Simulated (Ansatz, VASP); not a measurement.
**InP: VASP beside Ansatz**

Contents of INCAR:

```
PREC = Accurate
ENCUT = 520
EDIFF = 1E-7
ISMEAR = 0
SIGMA = 0.1
LREAL = F
LASPH = T
NELM = 60
ALGO = Normal
ISIF = 2
LWAVE = F
LCHARG = F
GGA = PE
NBANDS = 16
```

Contents of KPOINTS:

```
regular mesh
0
Gamma
  6 6 6
```

The input POSCAR:

```
InP
1.0
    0.0000000000      2.9519763900      2.9519763900
    2.9519763900      0.0000000000      2.9519763900
    2.9519763900      2.9519763900      0.0000000000
In P
1 1
Direct
    0.0000000000      0.0000000000      0.0000000000
    0.7500000000      0.7500000000      0.7500000000
```

Input for Ansatz:

```yaml
crystal:
  lattice:
    - [0.0, 2.95197639, 2.95197639]
    - [2.95197639, 0.0, 2.95197639]
    - [2.95197639, 2.95197639, 0.0]
  atoms:
    - { symbol: In, position: [0.0, 0.0, 0.0] }
    - { symbol: P, position: [0.75, 0.75, 0.75] }
basis:
  ecutwfc: 420
kpoints:
  mp_grid: { grid: [6, 6, 6] }
hamiltonian:
  xc: pbe
  pseudopotentials: { kind: paw, azcp: { folder: soft_1 } }
scf:
  occupations: { method: gaussian, width: 0.1 }
output:
  forces: true
  stress: true
  eigenvalues: true
```

The cell is a database's computed one.

Alike in both runs: task single point; functional PBE; k mesh 6 × 6 × 6; occupations gaussian, width 0.1 eV; no spin polarisation.

```csv
,VASP,Ansatz
version,VASP 6.6.1,Ansatz 0.2.0
potentials or method,"VASP PAW PBE potentials, release 64 (In_d, P)","scalar-relativistic, plane waves, PAW"
plane-wave cutoff (eV),520,420
valence electrons in the cell,18,18
```

|  | VASP | Ansatz | Ansatz less VASP |
| --- | --- | --- | --- |
| gap on the k mesh at the Fermi level (eV) | 0.59 | 0.59 | +0.002 |
| least direct gap on the mesh (eV) | 0.59 | 0.59 | +0.002 |
| pressure (GPa) | 1.7 | 1.8 | +0.06 |

Caveats: spin-orbit coupling is left out, which moves the levels of the heavy elements. Expect the measured gap to be larger: semilocal functionals such as PBE lack the derivative discontinuity.
